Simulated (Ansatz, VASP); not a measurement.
**K: VASP beside Ansatz**

File INCAR:

```
PREC = Accurate
ENCUT = 520
EDIFF = 1E-7
ISMEAR = -1
SIGMA = 0.08
LREAL = F
LASPH = T
NELM = 80
ALGO = Normal
ISIF = 2
LWAVE = F
LCHARG = T
GGA = PS
LELF = T
LVHAR = T
NBANDS = 10
```

File KPOINTS:

```
regular mesh
0
Gamma
  10 10 10
```

File POSCAR:

```
K
1.0
   -2.6180000000      2.6180000000      2.6441800000
    2.6180000000     -2.6180000000      2.6441800000
    2.6180000000      2.6180000000     -2.6441800000
K
1
Direct
    0.0000000000      0.0000000000      0.0000000000
```

Input for Ansatz:

```yaml
crystal:
  lattice:
    - [-2.618, 2.618, 2.64418]
    - [2.618, -2.618, 2.64418]
    - [2.618, 2.618, -2.64418]
  atoms:
    - { symbol: K, position: [0.0, 0.0, 0.0] }
kpoints:
  mp_grid: { grid: [10, 10, 10] }
  band_path:
    path:
      - [0.0, 0.0, 0.0]
      - [0.0, 0.0, 0.5]
      - [0.25, 0.25, 0.25]
      - [0.0, 0.5, 0.0]
      - [0.0, 0.0, 0.0]
      - [0.5, 0.5, -0.5]
      - [0.4950740124, 0.5049259876, -0.4950740124]
      - [-0.4950740124, 0.4950740124, 0.4950740124]
      - [0.0, 0.0, 0.0]
    npoints: 5
scf:
  occupations: { method: fermi_dirac, width: 0.08 }
hamiltonian:
  xc: pbesol
  pseudopotentials: { kind: all_electron, lapw: { basis_error: 0.0005 } }
output:
  forces: true
  stress: true
  eigenvalues: true
```

Change from the starting cell: zz strain of +1 %.

Alike in both runs: task single point; functional PBEsol; k mesh 10 × 10 × 10; occupations fermi-dirac, width 0.08 eV; no spin polarisation.

|  | VASP | Ansatz |
| --- | --- | --- |
| version | VASP 6.6.1 | Ansatz 0.2.0 |
| potentials or method | VASP PAW PBE potentials, release 64 (K_sv) | all-electron LAPW, scalar-relativistic |
| plane-wave cutoff (eV) | 520 | see its input |

```tsv
	VASP	Ansatz	Ansatz less VASP
pressure (GPa)	-0.1	-0.1	+0.01
```

Ansatz ran all-electron here, so the differences hold the error of VASP's frozen core and of both bases.

Caveats: the PAW data sets were made with another functional, which shifts forces and pressure a little (VASP).
